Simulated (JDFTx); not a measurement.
# GaN (F-43m) in JDFTx: convergence with k mesh

Aim: find how far k mesh must go before the results for GaN settle, at RPBE. This setting moves, with any that are tied to it; all else stays.

Everything below comes from runs of JDFTx 1.7.0 (patched build). Logs are shortened: lines on timing, memory, paths and dates and some standing lists are left out, and cuts for length are marked. The log counts tension as positive stress, the text compression.

## Step 1: Starting point

Symmetry: F-43m, No. 216, cubic system. Conventional cell: a = 4.507 Å, b = 4.507 Å, c = 4.507 Å, α = 90.00°, β = 90.00°, γ = 90.00°. Ga (site symmetry -43m) is surrounded by 4 N at 1.95 Å. Around N (site symmetry -43m) lie 4 Ga at 1.95 Å.

The cell is a database's computed one.

## Step 2: With k mesh 2 × 2 × 2

The input, GaN.in:

```
lattice \
    0.0000000000     4.2584989699     4.2584989699 \
    4.2584989699     0.0000000000     4.2584989699 \
    4.2584989699     4.2584989699     0.0000000000
coords-type Cartesian
ion Ga     0.0000000000     0.0000000000     0.0000000000 1
ion N      2.1292494849     2.1292494849     2.1292494849 1

ion-species pseudo/Ga.upf
ion-species pseudo/N.upf
elec-cutoff 57 456
elec-ex-corr gga-x-rpbe gga-c-pbe
kpoint-folding 2 2 2
elec-smearing Fermi 0.0018374661
elec-n-bands 19
electronic-SCF nIterations 100 energyDiffThreshold 1e-09
electronic-minimize nIterations 30 energyDiffThreshold 1e-7
converge-empty-states yes
forces-output-coords Cartesian

dump-name run.$VAR
dump End Ecomponents EigStats BandEigs Kpoints Forces Stress
```

Potentials or basis: PseudoDojo-SR-PBE-0.5-stringent.

Command:

```sh
$ jdftx -c 1 -i GaN.in -o GaN.out
```

What it wrote:

```text
*************** JDFTx 1.7.0 (patched build) ***************

Input parsed successfully to the following command list (including defaults):
[... the input with its defaults ...]

---------- Setting up symmetries ----------

Found 48 point-group symmetries of the bravais lattice
Found 24 space-group symmetries with basis
Applied RMS atom displacement 4.33014e-11 bohrs to make symmetries exact.

---------- Initializing the Grid ----------
R =
[            0       4.2585       4.2585  ]
[       4.2585            0       4.2585  ]
[       4.2585       4.2585            0  ]
unit cell volume = 154.454
G =
[  -0.737723   0.737723   0.737723  ]
[   0.737723  -0.737723   0.737723  ]
[   0.737723   0.737723  -0.737723  ]
Minimum fftbox size, Smin = [  60  60  60  ]
Chosen fftbox size, S = [  60  60  60  ]

---------- Initializing tighter grid for wavefunction operations ----------
R =
[            0       4.2585       4.2585  ]
[       4.2585            0       4.2585  ]
[       4.2585       4.2585            0  ]
unit cell volume = 154.454
G =
[  -0.737723   0.737723   0.737723  ]
[   0.737723  -0.737723   0.737723  ]
[   0.737723   0.737723  -0.737723  ]
Minimum fftbox size, Smin = [  44  44  44  ]
Chosen fftbox size, S = [  48  48  48  ]

---------- Exchange Correlation functional ----------
Initialized LibXC exchange functional 'Hammer, Hansen, and Norskov'
Initialized LibXC correlation functional 'Perdew, Burke & Ernzerhof'

---------- Setting up pseudopotentials ----------
Width of ionic core gaussian charges (only for fluid interactions / plotting) set to 0

Reading pseudopotential file 'pseudo/Ga.upf':
  'Ga' pseudopotential, 'PBE' functional
  Generated using ONCVPSP code by D. R. Hamann
  21 valence electrons, 5 orbitals, 6 projectors, 1001 radial grid points, with lMax = 2
    3S    l: 0   occupation:  2.0   eigenvalue: -5.443529
    3P    l: 1   occupation:  6.0   eigenvalue: -3.633012
    3D    l: 2   occupation: 10.0   eigenvalue: -0.703915
    4S    l: 0   occupation:  2.0   eigenvalue: -0.328859
    4P    l: 1   occupation:  1.0   eigenvalue: -0.094784
  Core radius for overlap checks: 1.46 bohrs.

Reading pseudopotential file 'pseudo/N.upf':
  'N' pseudopotential, 'PBE' functional
  Generated using ONCVPSP code by D. R. Hamann
  5 valence electrons, 2 orbitals, 4 projectors, 1001 radial grid points, with lMax = 1
    2S    l: 0   occupation:  2.0   eigenvalue: -0.682907
    2P    l: 1   occupation:  3.0   eigenvalue: -0.260548
  Core radius for overlap checks: 1.31 bohrs.

Initialized 2 species with 2 total atoms.

Folded 1 k-points by 2x2x2 to 8 k-points.

---------- Setting up k-points, bands, fillings ----------
Reduced to 3 k-points under symmetry.
Computing the number of bands and number of electrons
Calculating initial fillings.
nElectrons:  26.000000   nBands: 19   nStates: 3

----- Setting up reduced wavefunction bases (one per k-point) -----
average nbasis = 3188.625 , ideal nbasis = 3174.724

---------- Setting up ewald sum ----------
Optimum gaussian width for ewald sums = 1.934137 bohr.
Real space sum over 1331 unit cells with max indices [  5  5  5  ]
Reciprocal space sum over 2197 terms with max indices [  6  6  6  ]

---------- Allocating electronic variables ----------
Initializing wave functions:  linear combination of atomic orbitals
Note: number of bands (19) exceeds available atomic orbitals (17)
Ga pseudo-atom occupations:   s ( 2 2 )  p ( 6 1 )  d ( 10 )
N pseudo-atom occupations:   s ( 2 )  p ( 3 )
	FillingsUpdate:  mu: +0.650432177  nElectrons: 26.000000
LCAOMinimize: Iter:   0  F: -254.9361235182595919  |grad|_K:  2.735e-02  alpha:  1.000e+00
	FillingsUpdate:  mu: +0.549082124  nElectrons: 26.000000
LCAOMinimize: Iter:   1  F: -255.1023423005794655  |grad|_K:  7.088e-03  alpha:  3.115e-01  linmin: -4.265e-01  cgtest:  9.407e-01
LCAOMinimize: Encountered beta<0, resetting CG.
[... 7 lines of inner loops ...]
LCAOMinimize: Iter:   5  F: -255.1132658546235916  |grad|_K:  7.569e-07  alpha:  9.566e-01  linmin: -2.759e-03  cgtest:  1.878e-02
	FillingsUpdate:  mu: +0.509543859  nElectrons: 26.000000
LCAOMinimize: Iter:   6  F: -255.1132658548995948  |grad|_K:  1.266e-07  alpha:  8.862e-01  linmin: -3.586e-04  cgtest: -3.957e-03
LCAOMinimize: Converged (|Delta F|<1.000000e-06 for 2 iters).

-------- Electronic minimization -----------
Will mix electronic density at each iteration.
	FillingsUpdate:  mu: +0.509543859  nElectrons: 26.000000
	FillingsUpdate:  mu: +0.489428626  nElectrons: 26.000000
SCF: Cycle:  0   F: -255.155970669229731   dF: -4.270e-02   |Residual|: 7.371e-02   |deigs|: 8.869e-02
	FillingsUpdate:  mu: +0.481609443  nElectrons: 26.000000
SCF: Cycle:  1   F: -255.159431051659510   dF: -3.460e-03   |Residual|: 2.289e-02   |deigs|: 1.232e-02
	FillingsUpdate:  mu: +0.483282514  nElectrons: 26.000000
SCF: Cycle:  2   F: -255.159489966119594   dF: -5.891e-05   |Residual|: 1.092e-02   |deigs|: 2.138e-03
	FillingsUpdate:  mu: +0.485375035  nElectrons: 26.000000
SCF: Cycle:  3   F: -255.159506851483854   dF: -1.689e-05   |Residual|: 1.793e-03   |deigs|: 1.727e-03
	FillingsUpdate:  mu: +0.485640352  nElectrons: 26.000000
SCF: Cycle:  4   F: -255.159509245774473   dF: -2.394e-06   |Residual|: 9.861e-04   |deigs|: 4.332e-04
	FillingsUpdate:  mu: +0.485978510  nElectrons: 26.000000
SCF: Cycle:  5   F: -255.159510252415913   dF: -1.007e-06   |Residual|: 2.147e-04   |deigs|: 3.643e-04
	FillingsUpdate:  mu: +0.486000630  nElectrons: 26.000000
SCF: Cycle:  6   F: -255.159510330635243   dF: -7.822e-08   |Residual|: 9.310e-05   |deigs|: 4.112e-05
	FillingsUpdate:  mu: +0.486017615  nElectrons: 26.000000
SCF: Cycle:  7   F: -255.159510354750410   dF: -2.412e-08   |Residual|: 4.654e-05   |deigs|: 3.059e-05
	FillingsUpdate:  mu: +0.486017548  nElectrons: 26.000000
SCF: Cycle:  8   F: -255.159510358734536   dF: -3.984e-09   |Residual|: 1.653e-05   |deigs|: 8.734e-06
	FillingsUpdate:  mu: +0.486017178  nElectrons: 26.000000
SCF: Cycle:  9   F: -255.159510360068879   dF: -1.334e-09   |Residual|: 1.202e-05   |deigs|: 3.899e-06
	FillingsUpdate:  mu: +0.486017103  nElectrons: 26.000000
SCF: Cycle: 10   F: -255.159510360314499   dF: -2.456e-10   |Residual|: 5.495e-06   |deigs|: 2.902e-06
	FillingsUpdate:  mu: +0.486016866  nElectrons: 26.000000
SCF: Cycle: 11   F: -255.159510360397121   dF: -8.262e-11   |Residual|: 1.446e-06   |deigs|: 2.494e-06
SCF: Converged (|Delta E|<1.000000e-09 for 2 iters).

Setting wave functions to eigenvectors of Hamiltonian
Converging empty states (this may take a while): |deigs|: 5.671e-06

# Stress tensor in Cartesian coordinates [Eh/a0^3]:
[ -0.000409475            0            0  ]
[            0 -0.000409475            0  ]
[            0            0 -0.000409475  ]

# Ionic positions in cartesian coordinates:
ion Ga  -0.000000000025000  -0.000000000025000  -0.000000000025000 1
ion N   2.129249484925000   2.129249484925000   2.129249484925000 1

# Forces in Cartesian coordinates:
force Ga   0.000000000000000   0.000000000000000  -0.000000000000000 1
force N   0.000000000000000  -0.000000000000000   0.000000000000000 1

# Energy components:
   Eewald =     -135.3148313839487287
       EH =      100.6787731998995525
     Eloc =     -262.6231489026241661
      Enl =      -60.7384027048057362
      Exc =      -29.1152615844954745
 Exc_core =        3.5881392695585399
       KE =      128.3652217474367205
-------------------------------------
     Etot =     -255.1595103589792473
       TS =        0.0000000014178873
-------------------------------------
        F =     -255.1595103603971211

IonicMinimize: Iter:   0  F: -255.159510360397121  |grad|_K:        nan
IonicMinimize: None of the convergence criteria satisfied after 0 iterations.

#--- Lowdin population analysis ---
# oxidation-state Ga +0.954
# oxidation-state N -0.915

Dumping 'run.eigStats' ...
	eMin: -4.792741 at state 0 ( [ +0.000000 +0.000000 +0.000000 ] spin 0 )
	HOMO: +0.454119 at state 0 ( [ +0.000000 +0.000000 +0.000000 ] spin 0 )
	mu  : +0.486017
	LUMO: +0.515897 at state 0 ( [ +0.000000 +0.000000 +0.000000 ] spin 0 )
	eMax: +1.243534 at state 2 ( [ +0.000000 +0.500000 +0.500000 ] spin 0 )
	HOMO-LUMO gap: +0.061778
	Optical gap  : +0.061778 at state 0 ( [ +0.000000 +0.000000 +0.000000 ] spin 0 )
Done!
[note: mu as printed may lie anywhere between the filled and the empty levels]
```

Wall time 14 s (1 thread of Arm Neoverse V2, shared host); peak memory 0.11 GiB.

Results:

```yaml
Free_energy: -6943.2440 eV
Pressure: 12.0 GPa
Band_gap_on_the_k_mesh: 1.68 eV, direct
Loewdin_charges: Ga +0.95; N -0.92 e
```

## Step 3: With k mesh 3 × 3 × 3

Changes to GaN.in since step 2:

```diff
@@ -12,3 +12,3 @@
 elec-ex-corr gga-x-rpbe gga-c-pbe
-kpoint-folding 2 2 2
+kpoint-folding 3 3 3
 elec-smearing Fermi 0.0018374661
```

Potentials or basis: PseudoDojo-SR-PBE-0.5-stringent.

Command:

```sh
$ jdftx -c 1 -i GaN.in -o GaN.out
```

It took 17 s on 1 thread of Arm Neoverse V2, shared host; peak memory 0.11 GiB.

What came out:

```yaml
Free_energy: -6944.6254 eV
Pressure: 8.8 GPa
Band_gap_on_the_k_mesh: 1.81 eV, direct
Loewdin_charges: Ga +0.84; N -0.81 e
```

## Step 4: With k mesh 4 × 4 × 4

Changes to GaN.in since step 3:

```diff
@@ -12,3 +12,3 @@
 elec-ex-corr gga-x-rpbe gga-c-pbe
-kpoint-folding 3 3 3
+kpoint-folding 4 4 4
 elec-smearing Fermi 0.0018374661
```

Command:

```sh
$ jdftx -c 1 -i GaN.in -o GaN.out
```

It took 31 s on 1 thread of Arm Neoverse V2, shared host; peak memory 0.11 GiB.

Results:

| Property | Result |
| --- | --- |
| Free energy | -6944.8470 eV |
| Pressure | 8.4 GPa |
| Band gap on the k mesh | 1.85 eV, direct |
| Loewdin charges | Ga +0.81; N -0.79 e |

## Step 5: With k mesh 5 × 5 × 5

Changes to GaN.in since step 4:

```diff
@@ -12,3 +12,3 @@
 elec-ex-corr gga-x-rpbe gga-c-pbe
-kpoint-folding 4 4 4
+kpoint-folding 5 5 5
 elec-smearing Fermi 0.0018374661
```

Command:

```sh
$ jdftx -c 1 -i GaN.in -o GaN.out
```

Run time: 37 s. Hardware: 1 thread of Arm Neoverse V2, shared host; peak memory 0.11 GiB.

What came out:

```yaml
Free_energy: -6944.8917 eV
Pressure: 8.4 GPa
Band_gap_on_the_k_mesh: 1.86 eV, direct
Loewdin_charges: Ga +0.81; N -0.78 e
```

## Step 6: With k mesh 6 × 6 × 6

Changes to GaN.in since step 5:

```diff
@@ -12,3 +12,3 @@
 elec-ex-corr gga-x-rpbe gga-c-pbe
-kpoint-folding 5 5 5
+kpoint-folding 6 6 6
 elec-smearing Fermi 0.0018374661
```

Potentials or basis: PseudoDojo-SR-PBE-0.5-stringent.

Command:

```sh
$ jdftx -c 1 -i GaN.in -o GaN.out
```

Run time: 57 s. Hardware: 1 thread of Arm Neoverse V2, shared host; peak memory 0.12 GiB.

Results (log left out):

| Item | Value |
| --- | --- |
| Free energy | -6944.9022 eV |
| Pressure | 8.4 GPa |
| Band gap on the k mesh | 1.86 eV, direct |
| Loewdin charges | Ga +0.81; N -0.78 e |

## Step 7: With k mesh 8 × 8 × 8

Changes to GaN.in since step 6:

```diff
@@ -12,3 +12,3 @@
 elec-ex-corr gga-x-rpbe gga-c-pbe
-kpoint-folding 6 6 6
+kpoint-folding 8 8 8
 elec-smearing Fermi 0.0018374661
```

Command:

```sh
$ jdftx -c 1 -i GaN.in -o GaN.out
```

Run time: 1.7 min. Hardware: 1 thread of Arm Neoverse V2, shared host; peak memory 0.13 GiB.

The run converged. Its results:

```yaml
Free_energy: -6944.9058 eV
Pressure: 8.4 GPa
Band_gap_on_the_k_mesh: 1.86 eV, direct
Loewdin_charges: Ga +0.81; N -0.78 e
```

## Step 8: With k mesh 10 × 10 × 10

Changes to GaN.in since step 7:

```diff
@@ -12,3 +12,3 @@
 elec-ex-corr gga-x-rpbe gga-c-pbe
-kpoint-folding 8 8 8
+kpoint-folding 10 10 10
 elec-smearing Fermi 0.0018374661
```

Command:

```sh
$ jdftx -c 1 -i GaN.in -o GaN.out
```

Run time: 2.7 min. Hardware: 1 thread of Arm Neoverse V2, shared host; peak memory 0.15 GiB.

The run converged. Its results:

* Free energy: -6944.9062 eV
* Pressure: 8.4 GPa
* Band gap on the k mesh: 1.86 eV, direct
* Loewdin charges: Ga +0.81; N -0.78 e

## Step 9: With k mesh 12 × 12 × 12

Changes to GaN.in since step 8:

```diff
@@ -12,3 +12,3 @@
 elec-ex-corr gga-x-rpbe gga-c-pbe
-kpoint-folding 10 10 10
+kpoint-folding 12 12 12
 elec-smearing Fermi 0.0018374661
```

Potentials or basis: PseudoDojo-SR-PBE-0.5-stringent.

Command:

```sh
$ jdftx -c 1 -i GaN.in -o GaN.out
```

Run time: 4.1 min. Hardware: 1 thread of Arm Neoverse V2, shared host; peak memory 0.2 GiB.

It converged, with:

```yaml
Free_energy: -6944.9063 eV
Pressure: 8.4 GPa
Band_gap_on_the_k_mesh: 1.86 eV, direct
Loewdin_charges: Ga +0.81; N -0.78 e
```

## Step 10: The series at a glance

```csv
k mesh,"energy less the tightest run, at zero smearing (meV/atom)",pressure (GPa),gap on the mesh (eV),SCF cycles,CPU time (s),peak memory (GiB)
2 × 2 × 2,831.14,12.05,1.681,12,14,0.11
3 × 3 × 3,140.41,8.79,1.809,12,17,0.11
4 × 4 × 4,29.63,8.37,1.847,12,31,0.11
5 × 5 × 5,7.31,8.36,1.858,12,37,0.11
6 × 6 × 6,2.04,8.39,1.861,12,57,0.12
8 × 8 × 8,0.21,8.42,1.862,12,100,0.13
10 × 10 × 10,0.03,8.42,1.862,12,160,0.15
12 × 12 × 12,0.00,8.43,1.862,12,240,0.2
```

Against the tightest run, the energy stays within 1 meV/atom from 8 × 8 × 8 on; the pressure stays within 0.1 GPa from 4 × 4 × 4 on; the gap on the mesh stays within 0.01 eV from 5 × 5 × 5 on. Meshes of other sizes hit other points, so gaps and Fermi surfaces needn't settle smoothly. The tightest run that finished is the yardstick and may itself not be fully converged.

Caveats: the empty levels aren't tightly converged; the potentials were made for another functional, which shifts forces and pressure.
